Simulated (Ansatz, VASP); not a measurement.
# BN in VASP and in Ansatz

File INCAR:

```
  ALGO = Normal
  EDIFF = 1E-6
  ENCUT = 520
  GGA = PE
  ISIF = 2
  ISMEAR = -1
  LASPH = True
  LCHARG = True
  LELF = True
  LREAL = False
  LVHAR = True
  LWAVE = False
  NBANDS = 11
  NELM = 60
  PREC = Accurate
  SIGMA = 0.05
```

Contents of KPOINTS:

```
k-points
0
Gamma
  14 14 14
```

The input POSCAR:

```
BN
1.0
    2.0796975597      0.0000000000      0.0000000000
    0.0000000000      2.0796975597      0.0000000000
    0.0000000000      0.0000000000      2.0796975597
B N
1 1
Direct
    0.0000000000      0.0000000000      0.0000000000
    0.5000000000      0.5000000000      0.5000000000
```

Input for Ansatz:

```yaml
crystal:
  lattice:
    - [2.0796975597, 0.0, 0.0]
    - [0.0, 2.0796975597, 0.0]
    - [0.0, 0.0, 2.0796975597]
  atoms:
    - { symbol: B, position: [0.0, 0.0, 0.0] }
    - { symbol: "N", position: [0.5, 0.5, 0.5] }
kpoints:
  mp_grid: { grid: [14, 14, 14] }
scf:
  occupations: { method: fermi_dirac, width: 0.05 }
hamiltonian:
  xc: pbe
  pseudopotentials: { kind: paw }
output:
  forces: true
  stress: true
  eigenvalues: true
  populations: true
```

Change from the starting cell: volume scaled by 0.72, PAW files.

Alike in both runs: task single point; functional PBE; k mesh 14 × 14 × 14; occupations fermi-dirac, width 0.05 eV; no spin polarisation.

```csv
,VASP,Ansatz
version,VASP 6.6.1,Ansatz 0.2.0
potentials or method,"VASP PAW PBE potentials, release 64 (B, N)","PAW with Ansatz's default frozen-core files, scalar-relativistic"
plane-wave cutoff (eV),520,420
valence electrons in the cell,8,8
```

|  | VASP | Ansatz | Ansatz less VASP |
| --- | --- | --- | --- |
| pressure (GPa) | 155.8 | 155.9 | +0.01 |

With one functional, cell and mesh, what is left measures potentials, basis and numerics.

Caveats: the cell as given lies far from equilibrium; so large a pressure means that the cell lies far from this level's equilibrium, or that cutoff or potentials fall short (VASP).
